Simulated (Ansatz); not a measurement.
# Chromium, beta-Sn type under revPBE: structure, energy and stiffness

Aim: take chromium in the beta-Sn type structure, relax it, solve it on a dense k-mesh, then scale the cell to 7 volumes from 88 to 112 % of the relaxed one and try a fit of the equation of state. The start is ferromagnetic. The k-meshes are 14×14×10 for the relaxation; 24×24×13 for the dense run; 17×17×9 for the volumes.

Computed with Ansatz 0.2.0 (DFT revPBE, plane waves (420 eV) with PAW, scalar-relativistic; PBE-made PAW files, unless a step says otherwise).

**1. The starting structure**

Symmetry: I4_1/amd, No. 141, tetragonal system. Conventional cell: a = 4.518 Å, b = 4.518 Å, c = 2.467 Å, α = 90.00°, β = 90.00°, γ = 90.00°. Cr (site symmetry -4m2) has 6 Cr at 2.34 to 2.47 Å as nearest neighbours.

As a file:

```cif
data_structure
_symmetry_space_group_name_H-M 'P 1'
_symmetry_Int_Tables_number 1
_cell_length_a 3.4249
_cell_length_b 3.4249
_cell_length_c 3.4249
_cell_angle_alpha 97.454
_cell_angle_beta 97.454
_cell_angle_gamma 137.779
_cell_volume 25.18
loop_
_atom_site_label
_atom_site_type_symbol
_atom_site_fract_x
_atom_site_fract_y
_atom_site_fract_z
_atom_site_occupancy
Cr1 Cr 0.00000 0.00000 0.00000 1
Cr2 Cr 0.75000 0.25000 0.50000 1
```

Starting moments (μB): +1.5 ×2.

**2. Geometry optimisation**

Contents of input.yaml:

```yaml
crystal:
  lattice:
    - [-2.2592229202, 2.2592229202, 1.2335357144]
    - [2.2592229202, -2.2592229202, 1.2335357144]
    - [2.2592229202, 2.2592229202, -1.2335357144]
  atoms:
    - { symbol: Cr, position: [0.0, 0.0, 0.0], spin: 1.5 }
    - { symbol: Cr, position: [0.75, 0.25, 0.5], spin: 1.5 }
hamiltonian:
  xc: revpbe
  pseudopotentials:
    kind: paw
    azcp:
      Cr: "pseudopotentials/Cr.paw.azcp"
basis:
  ecutwfc: 420
  fft_grid_basis: typed
kpoints:
  mp_grid: { grid: [14, 14, 10], shift: [0, 0, 0] }
magnetization:
  spin_polarized: true
scf:
  occupations: { method: fermi_dirac, width: 0.05 }
relax:
  max_steps: 60
  f_tol: 0.01
  cell: {}
output:
  write_density: true
  write_potential: true
  elf: true
  volumetric_format: npy
```

The runs that follow: The energy on a finer k-mesh; The cell scaled to 88 % of its volume; The cell scaled to 92 % of its volume; The cell scaled to 96 % of its volume; The cell scaled to 100 % of its volume; The cell scaled to 104 % of its volume; The cell scaled to 108 % of its volume; The cell scaled to 112 % of its volume.

**Question.** What will these runs give? Wanted: space group; conventional cell; volume; shortest distance; gap on the mesh; magnetic state; relative to bcc, antiferromagnetic; V₀, B₀, B₀′.

As calculated:

| quantity | value |
| --- | --- |
| space group (spins left aside) | Fddd (No. 70) |
| conventional cell | a = 2.403 Å, b = 4.923 Å, c = 8.082 Å |
| volume | 11.948 Å³/atom |
| shortest distance | 2.403 Å |
| gap on the mesh | none (levels filled in part) |
| magnetic state | non-magnetic |
| relative to bcc, antiferromagnetic | +221 meV/atom |
| V₀, B₀, B₀′ | 11.947 Å³/atom, 233 GPa, 4.2 |

What this shows: From the guessed start the volume shrank by 5.1 % in 19 steps. The cell has left its prototype: it ends as Fddd. What follows belongs to that structure, not to the type named at the start. The mesh has less symmetry than the lattice, which may have let the distortion in. Against the reference form of chromium (bcc, antiferromagnetic, computed apart with the same settings) it stands 221 meV/atom higher; part of this is magnetic energy, as this run has no moments. The starting moments do not survive. Levels at the Fermi energy are filled in part, as in a metal. The fitted modulus is 233 GPa; letting shape and positions relax at each volume could only lower it.
